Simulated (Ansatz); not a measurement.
From three elastic constants to directional properties of CdS

These are results of DFT PBEsol, scalar-relativistic, plane waves, PAW (Ansatz 0.2.0), not measurements. Plane waves to 420 eV; Γ-centred k mesh 8×8×8; fixed occupations. No spin polarisation.

Equilibrium structure at this level:
```cif
data_structure
_symmetry_space_group_name_H-M 'P 1'
_symmetry_Int_Tables_number 1
_cell_length_a 4.1186
_cell_length_b 4.1186
_cell_length_c 4.1186
_cell_angle_alpha 60.000
_cell_angle_beta 60.000
_cell_angle_gamma 60.000
_cell_volume 49.40
loop_
_atom_site_label
_atom_site_type_symbol
_atom_site_fract_x
_atom_site_fract_y
_atom_site_fract_z
_atom_site_occupancy
Cd1 Cd 0.00000 0.00000 0.00000 1
S1 S 0.25000 0.25000 0.25000 1
```

With ions relaxed, on the cubic axes: C11 = 74.4, C12 = 54.9, C44 = 26.3 GPa. The density is 4.856 g/cm³.

Problem. Is the crystal stable against strain, and how anisotropic is it?

Solution. Born's conditions hold: C11 + 2C12 = 184.3, C11 − C12 = 19.5 and C44 = 26.3 GPa are all positive. B = (C11 + 2C12)/3 = 61.4 GPa. The two shear moduli are C44 and C′ = (C11 − C12)/2 = 9.7 GPa, so Zener's ratio is A = C44/C′ = 2.70: the tetragonal shear C′ is the soft one, as in many fcc and bcc metals and zincblende crystals. The Cauchy pressure C12 − C44 is 28.6 GPa; it would vanish for pair forces between atoms on inversion centres at zero pressure, and a positive value is usual with metallic or many-body binding, and where atoms off inversion centres relax under shear, which lowers C44.

Problem. Give the sound speeds along the three symmetry directions.

Solution. The Christoffel equation gives ρv² for each branch:
```
direction branch                    ρv²   GPa v (m/s)
    [100]              L                    C11  74.4     3914
    [100]         T (×2) C44  26.3     2328
    [110]              L   (C11 + C12 + 2C44)/2  91.0     4328
    [110]   T, u ∥ [001]                    C44  26.3     2328
    [110]  T, u ∥ [1-10]          (C11 − C12)/2   9.7     1416
    [111]              L  (C11 + 2C12 + 4C44)/3  96.5     4458
    [111]         T (×2) (C11 − C12 + C44)/3  15.3     1773
```

In a piezoelectric crystal some branches stiffen further, which is left out.

Problem. How does Young's modulus depend on direction?

Solution. Inverting gives S11 = 36.050, S12 = -15.311, S44 = 38.008 TPa⁻¹. Along a unit vector (l, m, n), 1/E = S11 − 2(S11 − S12 − S44/2)(l²m² + m²n² + n²l²), where the last bracket is 0, 1/4 and 1/3 for [100], [110] and [111]: E = 28, 50 and 69 GPa. With A > 1 the body diagonal is stiffest. For a film on (001), the biaxial modulus is C11 + C12 − 2C12²/C11 = 48 GPa and the normal strain is −2C12/C11 = -1.48 times the in-plane one.

This zinc-blende form isn't the usual stable structure of the compound.

Cost: 2 runs of about 9.7 core-minutes in all, on Intel Xeon Platinum 8259CL (Skylake/Cascade Lake) (shared hosts).